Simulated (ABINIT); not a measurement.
# SiO2 (P6_422) in ABINIT: relaxation of cell and atoms with LDA

Aim: the relaxation of cell and atoms of SiO2 with LDA.

All numbers are computed with ABINIT 10.8.3 (patched build); they aren't measurements. Logs are shortened: lines on timing, memory, paths and dates and some standing lists are left out, and cuts for length are marked. The log counts tension as positive stress, the text compression.

## Step 1: The structure

Symmetry: P6_422, No. 181, hexagonal system. The conventional cell has a = 5.061 Å, b = 5.061 Å, c = 5.541 Å, α = 90.00°, β = 90.00°, γ = 120.00°. Si (site symmetry 222) is surrounded by 4 O at 1.61 Å. O (site symmetry 2) has 2 Si at 1.61 Å as nearest neighbours.

The cell comes from a database or a generator and needn't be the stable form of this composition.

## Step 2: Relaxation of cell and atoms, LDA

Contents of run.abi:

```
# Pseudopotentials
pp_dirpath "./"
pseudos "Si.LDA_PW-JTH.xml, O.LDA_PW-JTH.xml"

# Structure
acell 3*1.0 Angstrom
rprim
     5.0605222284     0.0000000000     0.0000000000
    -2.5302611142     4.3825408062     0.0000000000
     0.0000000000     0.0000000000     5.5413533100
ntypat 2
znucl 14 8
natom 9
typat 1 1 1 2 2 2 2 2 2
xred
     0.5000000000     0.0000000000     0.0000000000
     0.5000000000     0.5000000000     0.6666666667
     0.0000000000     0.5000000000     0.3333333333
     0.2086053700     0.7913946300     0.1666666667
     0.2086053700     0.4172107400     0.5000000000
     0.4172107400     0.2086053700     0.8333333333
     0.7913946300     0.2086053700     0.1666666667
     0.7913946300     0.5827892600     0.5000000000
     0.5827892600     0.7913946300     0.8333333333
chkprim 0
chksymtnons 0
tolsym 1.0e-6

# Plane-wave basis
ecut 23.0
pawecutdg 45.0
pawovlp -1

# k points
kptopt 1
ngkpt 4 4 4
nshiftk 1
shiftk 0.0 0.0 0.0

# Exchange and correlation
ixc 7

# Bands and occupations
nband 30
occopt 3
tsmear 0.05 eV

# SCF cycle
nstep 100
tolvrs 1.0e-9

# Output
iomode 3
prtwf 0
prtden 0
prteig 0
prtebands 0

# Relaxation
ionmov 2
ntime 60
tolmxf 0.0005
optcell 2
dilatmx 1.08
ecutsm 0.5
```

Potentials or basis: JTH PAW LDA v2.0.

Launch:

```console
$ abinit run.abi > log 2>&1
```

run.abo:

```text
.Version 10.8.3 of ABINIT
 Symmetries : space group P6_4 2 2 (#181); Bravais hP (primitive hexag.)
================================================================================
 Values of the parameters that define the memory need of the present run
     intxc =       0    ionmov =       2      iscf =      17    lmnmax =       8
     lnmax =       4     mgfft =      50  mpssoang =       2    mqgrid =    3416
     natom =       9  nloc_mem =       2    nspden =       1   nspinor =       1
    nsppol =       1      nsym =      12    n1xccc =       1    ntypat =       2
    occopt =       3   xclevel =       1
       mpw =        5526          nfft =      115200          nkpt =          12
 PAW method is used; the additional fine FFT grid is defined by:
   mgfftf=        72    nfftf =    294912
================================================================================
================================================================================

--------------------------------------------------------------------------------
------------- Echo of variables that govern the present computation ------------
--------------------------------------------------------------------------------
 -outvars: echo values of preprocessed input variables --------
            acell      1.8897261259E+00  1.8897261259E+00  1.8897261259E+00 Bohr
              amu      2.80855000E+01  1.59994000E+01
          chkprim           0
      chksymtnons           0
          dilatmx      1.08000000E+00
             ecut      2.30000000E+01 Hartree
           ecutsm      5.00000000E-01 Hartree
           ionmov           2
              ixc           7
         kptrlatt        4    0    0      0    4    0      0    0    4
          kptrlen      3.82520043E+01
            natom           9
            nband          30
            ngfft          48      48      50
          ngfftdg          64      64      72
             nkpt          12
            nstep         100
             nsym          12
            ntime          60
           ntypat           2
           occopt           3
          optcell           2
        pawecutdg      4.50000000E+01 Hartree
          pawovlp     -1.0000000000E+00
           prtden           0
        prtebands           0
           prteig           0
            prtwf           0
            rprim      5.0605222284E+00  0.0000000000E+00  0.0000000000E+00
                      -2.5302611142E+00  4.3825408062E+00  0.0000000000E+00
                       0.0000000000E+00  0.0000000000E+00  5.5413533100E+00
          spgroup         181
           tolmxf      5.00000000E-04
           tolsym      1.00000000E-06
           tolvrs      1.00000000E-09
           tsmear      1.83746611E-03 Hartree
            typat      1  1  1  2  2  2  2  2  2
           useylm           1
           xangst      2.5302611142E+00  0.0000000000E+00 -1.0253563387E-16
                       1.2651305571E+00  2.1912704031E+00  3.6942355400E+00
                      -1.2651305571E+00  2.1912704031E+00  1.8471177700E+00
                      -9.4678294643E-01  3.4683192598E+00  9.2355888500E-01
                       2.8638095672E-16  1.8284430928E+00  2.7706766550E+00
                       1.5834781678E+00  9.1422154642E-01  4.6177944250E+00
                       3.4770440606E+00  9.1422154642E-01  9.2355888500E-01
                       2.5302611142E+00  2.5540977134E+00  2.7706766550E+00
                       9.4678294643E-01  3.4683192598E+00  4.6177944250E+00
            xcart      4.7815005329E+00  0.0000000000E+00 -1.9376426617E-16
                       2.3907502664E+00  4.1409009297E+00  6.9810934152E+00
                      -2.3907502664E+00  4.1409009297E+00  3.4905467076E+00
                      -1.7891604694E+00  6.5541735182E+00  1.7452733538E+00
                       5.4118157588E-16  3.4552566823E+00  5.2358200614E+00
                       2.9923400634E+00  1.7276283411E+00  8.7263667690E+00
                       6.5706610023E+00  1.7276283411E+00  1.7452733538E+00
                       4.7815005329E+00  4.8265451771E+00  5.2358200614E+00
                       1.7891604694E+00  6.5541735182E+00  8.7263667690E+00
             xred      5.0000000000E-01  0.0000000000E+00 -1.8503717077E-17
                       5.0000000000E-01  5.0000000000E-01  6.6666666667E-01
                       5.3524285486E-18  5.0000000000E-01  3.3333333333E-01
                       2.0860537000E-01  7.9139463000E-01  1.6666666667E-01
[... 851 lines left out ...]
    4     -0.00000833675681     0.00000481322879    -0.00000000000000
    5      0.00000000000000    -0.00000962645758     0.00000000000000
    6     -0.00000833675681    -0.00000481322879    -0.00000000000000
    7      0.00000833675681    -0.00000481322879     0.00000000000000
    8      0.00000000000000     0.00000962645758    -0.00000000000000
    9      0.00000833675681     0.00000481322879    -0.00000000000000
 frms,max,avg= 4.5379556E-06 9.6264576E-06   0.000E+00  0.000E+00  0.000E+00 h/b

 cartesian forces (eV/Angstrom) at end:
    1      0.00000000000000     0.00000000000000    -0.00000000000000
    2      0.00000000000000     0.00000000000000    -0.00000000000000
    3      0.00000000000000     0.00000000000000    -0.00000000000000
    4     -0.00042869327162     0.00024750617577    -0.00000000000000
    5      0.00000000000000    -0.00049501235153     0.00000000000000
    6     -0.00042869327162    -0.00024750617577    -0.00000000000000
    7      0.00042869327162    -0.00024750617577     0.00000000000000
    8      0.00000000000000     0.00049501235153    -0.00000000000000
    9      0.00042869327162     0.00024750617577    -0.00000000000000
 frms,max,avg= 2.3335106E-04 4.9501235E-04   0.000E+00  0.000E+00  0.000E+00 e/A
 length scales=  9.508347564513  9.508347564496 10.423091688839 bohr
              =  5.031600841072  5.031600841063  5.515662585144 angstroms
 Fermi (or HOMO) energy (hartree) =   0.15012   Average Vxc (hartree)=  -0.34404
 Eigenvalues (hartree) for nkpt=  12  k points:
 kpt#   1, nband= 30, wtk=  0.01563, kpt=  0.0000  0.0000  0.0000 (reduced coord)
  -0.69573   -0.63934   -0.63934   -0.61567   -0.61378   -0.61378   -0.30479   -0.30479
  -0.20104   -0.19049   -0.18681   -0.18681   -0.09593   -0.09574   -0.09574   -0.08334
  -0.05158   -0.05124   -0.05124   -0.02412   -0.02412   -0.00473   -0.00473    0.00626
   0.21574    0.33608    0.33608    0.34559    0.34559    0.38059
      occupation numbers for kpt#   1
   2.00000    2.00000    2.00000    2.00000    2.00000    2.00000    2.00000    2.00000
   2.00000    2.00000    2.00000    2.00000    2.00000    2.00000    2.00000    2.00000
   2.00000    2.00000    2.00000    2.00000    2.00000    2.00000    2.00000    2.00000
   0.00000    0.00000    0.00000    0.00000    0.00000    0.00000
 prteigrs : prtvol=0 or 1, do not print more k-points.

--- !EnergyTerms
iteration_state     : {dtset: 1, itime: 5, icycle: 1, }
comment             : Components of total free energy in Hartree
kinetic             :  5.14846896151358E+01
hartree             :  4.19763354014881E+01
xc                  : -2.48312353601915E+01
Ewald energy        : -6.50360705789735E+01
psp_core            :  2.29551848873886E+00
local_psp           : -1.27013633880687E+02
PAW spherical_terms :  1.16997896734645E+01
internal            : -1.09424606641025E+02
'-kT*entropy'       :  3.75883816424687E-15
total_energy        : -1.09424606641025E+02
total_energy_eV     : -2.97759523612346E+03
...

--- !EnergyTermsDC
iteration_state     : {dtset: 1, itime: 5, icycle: 1, }
comment             : '"Double-counting" decomposition of free energy'
band_energy         : -1.15718461386868E+01
Ewald energy        : -6.50360705789735E+01
psp_core            :  2.29551848873886E+00
xc_dc               : -3.84662487339417E+01
PAW spherical_terms :  3.35405454177721E+00
internal            : -1.09424592421086E+02
'-kT*entropy'       :  3.75883816424687E-15
total_energy_dc     : -1.09424592421086E+02
total_energy_dc_eV  : -2.97759484917921E+03
...

--- !EnergyTermsWithPAWCore
iteration_state     : {dtset: 1, itime: 5, icycle: 1, }
comment             : 'Components of total free energy, including PAW core contributions'
Total energy        : -1.31649375230461E+03
Total energy DC     : -1.31649373808467E+03
Total energy (eV)   : -3.58236199843817E+04
Total energy DC (eV): -3.58236195974374E+04
...

 rms coord change=  3.1829E-04   atom, delta coord (reduced):
     1        0.000000000000     -0.000000000000      0.000000000000
     2        0.000000000000      0.000000000000      0.000000000000
     3       -0.000000000000      0.000000000000      0.000000000000
     4       -0.000337601534      0.000337601534      0.000000000000
     5       -0.000337601534     -0.000675203067      0.000000000000
     6       -0.000675203067     -0.000337601534      0.000000000000
     7        0.000337601534     -0.000337601534      0.000000000000
     8        0.000337601534      0.000675203067      0.000000000000
     9        0.000675203067      0.000337601534      0.000000000000

 Cartesian components of stress tensor (hartree/bohr^3)
  sigma(1 1)=  5.82767733E-07  sigma(3 2)=  0.00000000E+00
  sigma(2 2)=  5.82767747E-07  sigma(3 1)=  0.00000000E+00
  sigma(3 3)= -1.39483600E-06  sigma(2 1)=  0.00000000E+00

-Cartesian components of stress tensor (GPa)         [Pressure=  2.2488E-03 GPa]
- sigma(1 1)=  1.71456187E-02  sigma(3 2)=  0.00000000E+00
- sigma(2 2)=  1.71456191E-02  sigma(3 1)=  0.00000000E+00
- sigma(3 3)= -4.10374920E-02  sigma(2 1)=  0.00000000E+00

== END DATASET(S) ==============================================================
================================================================================

 -outvars: echo values of variables after computation  --------
            acell      9.5083475645E+00  9.5083475645E+00  1.0423091689E+01 Bohr
           etotal     -1.0942459242E+02
            fcart      1.8822954295E-22  3.7645908716E-22 -2.6275499214E-26
                       1.8822954406E-22  3.7645908754E-22 -2.6275499214E-26
                       1.8822954295E-22  3.7645908716E-22 -2.6275499214E-26
                      -8.3367568121E-06  4.8132287896E-06 -1.6303783650E-27
                       1.8822954383E-22 -9.6264575793E-06  6.7319126399E-26
                      -8.3367568121E-06 -4.8132287896E-06 -2.6275499214E-26
                       8.3367568121E-06 -4.8132287896E-06  6.7319126399E-26
                       1.8822954383E-22  9.6264575793E-06 -1.6303783650E-27
                       8.3367568121E-06  4.8132287896E-06 -2.6275499214E-26
            rprim      1.0000000000E+00  0.0000000000E+00  0.0000000000E+00
                      -5.0000000000E-01  8.6602540378E-01  0.0000000000E+00
                       0.0000000000E+00  0.0000000000E+00  1.0000000000E+00
           strten      5.8276773345E-07  5.8276774659E-07 -1.3948360019E-06
                       0.0000000000E+00  0.0000000000E+00  0.0000000000E+00
           xangst      2.5158004205E+00 -5.9007856402E-35  2.7216069325E-16
                       1.2579002103E+00  2.1787470750E+00  3.6771083901E+00
                      -1.2579002103E+00  2.1787470750E+00  1.8385541950E+00
                      -9.4392000206E-01  3.4499685673E+00  9.1927709752E-01
                      -9.5865386928E-18  1.8150511655E+00  2.7578312926E+00
                       1.5718804185E+00  9.0752558274E-01  4.5963854876E+00
                       3.4597204226E+00  9.0752558274E-01  9.1927709752E-01
                       2.5158004205E+00  2.5424429846E+00  2.7578312926E+00
                       9.4392000206E-01  3.4499685673E+00  4.5963854876E+00
             xred      5.0000000000E-01 -1.3541694921E-35  4.9343245539E-17
                       5.0000000000E-01  5.0000000000E-01  6.6666666667E-01
                       1.7841428495E-18  5.0000000000E-01  3.3333333333E-01
                       2.0826776847E-01  7.9173223153E-01  1.6666666667E-01
                       2.0826776847E-01  4.1653553693E-01  5.0000000000E-01
                       4.1653553693E-01  2.0826776847E-01  8.3333333333E-01
                       7.9173223153E-01  2.0826776847E-01  1.6666666667E-01
                       7.9173223153E-01  5.8346446307E-01  5.0000000000E-01
                       5.8346446307E-01  7.9173223153E-01  8.3333333333E-01
 Calculation completed.
```

It took 6.7 min on 1 thread of AMD EPYC 7R43 (Zen 3), shared host; peak memory 0.16 GiB.

What came out:

```
Free energy                            : -2977.5948 eV
Relaxed volume                         : 13.44 Å³/atom
Relaxed cell                           : a = 5.032 Å, b = 5.032 Å, c = 5.516 Å, α = 90.00°, β = 90.00°, γ = 120.00°
Space group after relaxing (to 0.05 Å) : P6_422 (No. 181)
Energy gained by relaxing              : 1.8 meV/atom
Ionic steps                            : 5
Pressure after relaxing                : 0.0 GPa
Band gap on the k mesh                 : 5.51 eV, indirect (least direct gap 5.70 eV)
```

The path:
```csv
step,energy change (eV),largest force (eV/Å),pressure (GPa),volume (Å³)
1,0.0000,0.0930,-2.77,122.90
2,-0.0132,0.0179,-1.18,121.86
3,-0.0159,0.0341,-0.01,121.11
4,-0.0160,0.0310,-0.01,121.10
5,-0.0164,0.0005,0.00,120.93
```

Final structure:
```
CELL_PARAMETERS angstrom
5.03160 0.00000 0.00000
-2.51580 4.35749 0.00000
0.00000 0.00000 5.51566
ATOMIC_POSITIONS crystal
Si 0.50000 0.00000 0.00000
Si 0.50000 0.50000 0.66667
Si 0.00000 0.50000 0.33333
O 0.20827 0.79173 0.16667
O 0.20827 0.41654 0.50000
O 0.41654 0.20827 0.83333
O 0.79173 0.20827 0.16667
O 0.79173 0.58346 0.50000
O 0.58346 0.79173 0.83333
```

Levels at points of the mesh, in eV from the valence-band top:
| k point | band 20 | band 21 | band 22 | band 23 | band 24 | band 25 | band 26 | band 27 | band 28 | band 29 |
| --- | --- | --- | --- | --- | --- | --- | --- | --- | --- | --- |
| (0.00, 0.00, 0.00) | -1.02 | -1.02 | -0.49 | -0.49 | -0.19 | 5.51 | 8.78 | 8.78 | 9.04 | 9.04 |
| (0.50, 0.00, 0.00) | -1.21 | -1.20 | -1.03 | -0.36 | 0.00 | 7.57 | 8.41 | 9.45 | 9.53 | 9.54 |
| (0.00, 0.00, 0.50) | -1.90 | -1.20 | -0.29 | 0.00 | 0.00 | 7.35 | 7.35 | 8.24 | 9.67 | 9.67 |
| (0.50, 0.00, 0.50) | -1.37 | -0.95 | -0.75 | -0.71 | -0.35 | 8.61 | 9.02 | 9.03 | 9.19 | 9.54 |

Caveat: the atomic spheres overlap.
